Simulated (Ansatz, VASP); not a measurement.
## One calculation of Pd, two programs

The input INCAR:

```
PREC = Accurate
ENCUT = 520
EDIFF = 1E-7
ISMEAR = -1
SIGMA = 0.08
LREAL = False
LASPH = True
NELM = 60
ALGO = Normal
ISIF = 2
LWAVE = False
LCHARG = True
GGA = PE
LELF = True
LVHAR = True
NBANDS = 11
```

KPOINTS

```
regular mesh
0
Gamma
  19 19 19
```

The input POSCAR:

```
Pd
1.0
   -1.5430363878      1.5430363878      1.5430363878
    1.5430363878     -1.5430363878      1.5430363878
    1.5430363878      1.5430363878     -1.5430363878
Pd
1
Direct
    0.0000000000      0.0000000000      0.0000000000
```

Input for Ansatz:

```yaml
crystal:
  lattice:
    - [-1.5430363878, 1.5430363878, 1.5430363878]
    - [1.5430363878, -1.5430363878, 1.5430363878]
    - [1.5430363878, 1.5430363878, -1.5430363878]
  atoms:
    - { symbol: Pd, position: [0.0, 0.0, 0.0] }
kpoints:
  mp_grid: { grid: [19, 19, 19] }
scf:
  occupations: { method: fermi_dirac, width: 0.08 }
hamiltonian:
  xc: pbe
  pseudopotentials: { kind: all_electron, lapw: { basis_error: 0.001 } }
output:
  forces: true
  stress: true
  eigenvalues: true
  populations: true
```

Change from the starting cell: volume scaled by 0.95, LAPW.

Alike in both runs: task single point; functional PBE; k mesh 19 × 19 × 19; occupations fermi-dirac, width 0.08 eV; no spin polarisation.

```csv
,VASP,Ansatz
version,VASP 6.6.1,Ansatz 0.2.0
potentials or method,"VASP PAW PBE potentials, release 64 (Pd)","all-electron LAPW, scalar-relativistic"
plane-wave cutoff (eV),520,see its input
```

|  | VASP | Ansatz | Ansatz less VASP |
| --- | --- | --- | --- |
| pressure (GPa) | 9.2 | 9.5 | +0.30 |

Ansatz ran all-electron here, so the differences hold the error of VASP's frozen core and of both bases.
